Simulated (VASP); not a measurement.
Wanted: the native input for a VASP 6.6.1 run.

```yaml
Task: relaxation of shape and atoms at fixed volume
Functional: LDA
Potentials_or_basis: VASP PAW LDA potentials, release 64 (B, N)
Cutoff: 520 eV
k_mesh: 15 × 15 × 6
Occupations: gaussian, width 0.02 eV
Spin: no spin polarisation
Further_INCAR_settings: ALGO = Normal; EDIFF = 1e-07; IBRION = 2; EDIFFG = -0.002; NSW = 80; ISIF = 4
```

The structure of BN lies in POSCAR:

```
BN                                      
1.0
    2.5395280472      0.0000000000      0.0000000000
   -1.2697640237      2.1992957977      0.0000000000
    0.0000000000      0.0000000000      6.5877222174
  B               N             
     2     2
Direct
     0.3333333300000021    0.6666666699999979    0.2500000000000000
     0.6666666699999979    0.3333333300000021    0.7500000000000000
     0.3333333300000021    0.6666666699999979    0.7500000000000000
     0.6666666699999979    0.3333333300000021    0.2500000000000000
```

The cell isn't the ideal one: a relaxed cell with its volume scaled by 1.06.

One way to write it, as run:

INCAR

```
SYSTEM = BN
PREC = Accurate
ENCUT = 520
EDIFF = 1E-7
ISMEAR = 0
SIGMA = 0.02
LREAL = .False.
LASPH = .True.
NELM = 80
ALGO = Normal
ISIF = 4
LWAVE = .False.
LCHARG = .False.
IBRION = 2
NSW = 80
EDIFFG = -0.002
```

KPOINTS

```
Automatic mesh
0
Gamma
  15 15 6
  0 0 0
```

Potentials or basis: VASP PAW LDA potentials, release 64 (B, N).

Command:

```console
$ cat potpaw_LDA.64/B/POTCAR potpaw_LDA.64/N/POTCAR > POTCAR
$ mpirun -np 1 vasp_std > vasp.out
```

It gave:

```yaml
Energy_gained_by_relaxing: 20.7 meV/atom
Ionic_steps: 3
Pressure_after_relaxing: -1.3 GPa
Band_gap_on_the_k_mesh: 4.18 eV, indirect (least direct gap 4.54 eV)
```

Caveat: an odd mesh through Γ misses points on the zone boundary, where band edges often lie.

Run time: 92 s on 1 thread of AMD EPYC 7R13 Processor (Zen 3) (shared host), peak memory 0.13 GiB.
